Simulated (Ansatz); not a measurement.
Computed with Ansatz 0.2.0, DFT PBE, scalar-relativistic, plane waves, PAW. Settings: cutoff 420 eV, Γ-centred meshes spaced at most about 0.3 Å⁻¹, and about 0.25 Å⁻¹ or finer for metals (2π included), Gaussian smearing. No spin polarisation.

All energies are static (0 K, no zero-point motion).

Task: Order these relaxed structures of Mg3Te2 by energy, lowest first, with the energy over the lowest of them.
A. Space group P6/mmm (No. 191), hexagonal, a = 5.833 Å, c = 6.129 Å. Mg has 4 Mg at 2.92 Å and 4 Te at 3.30 Å; Te has 2 Te at 3.05–3.08 Å and 6 Mg at 3.30 Å.
B. Space group P-4m2 (No. 115), tetragonal, a = 4.331 Å, c = 7.534 Å. Around Mg on a site of symmetry 2mm lie 5 Te at 2.98–3.10 Å and 2 Mg at 3.32 Å; around Mg on a site of symmetry -4m2 lie 4 Te at 2.98 Å and 4 Mg at 3.32 Å; Te has 7 Mg at 2.98–3.10 Å.
C. Space group P4mm (No. 99), tetragonal, a = 4.856 Å, c = 6.929 Å. Mg on a site of symmetry 2mm is surrounded by 4 Te at 2.88–2.97 Å and 6 Mg at 3.31–3.43 Å; around Mg on a site of symmetry 4mm lie 1 Te at 2.97 Å, 4 Mg at 3.31 Å and 4 Te at 3.50 Å; Te on its first site has 5 Mg at 2.97 Å; around Te on its second site lie 4 Mg at 2.88 Å and 4 Mg at 3.50 Å.
D. Space group P4/mmm (No. 123), tetragonal, a = 4.417 Å, c = 11.332 Å. Mg on a site of symmetry 4mm has 1 Te at 2.80 Å and 1 Mg at 2.86 Å; around Mg on a site of symmetry 4/mmm lie 2 Mg at 2.86 Å; Te on its first site has 2 Mg at 2.80 Å and 4 Te at 3.12 Å; Te on its second site has 4 Te at 3.12 Å.

Result: C (0 meV/atom), B (32 meV/atom), A (325 meV/atom), D (824 meV/atom). Counting Te atoms around Mg (those within 1.25 times the shortest such distance or 1.15 times the sum of covalent radii, 1.27 where that leaves under three; a plus sign parts nearer from farther groups; the shortest distance is added where it exceeds 1.18 times the sum of covalent radii; a slash parts the counts of unlike sites): C has Mg 4/1+4; B has Mg 4/5; A has Mg 4 from 3.3 Å; D has Mg 1/2+8 from 5.7 Å. All come from invented guesses.

Spin–orbit coupling, which can matter for Te, is left out. Cells relaxed within their symmetry can be saddle points. Some structure types and database cells were kept out of the candidates from the start, so a known form may be missing.
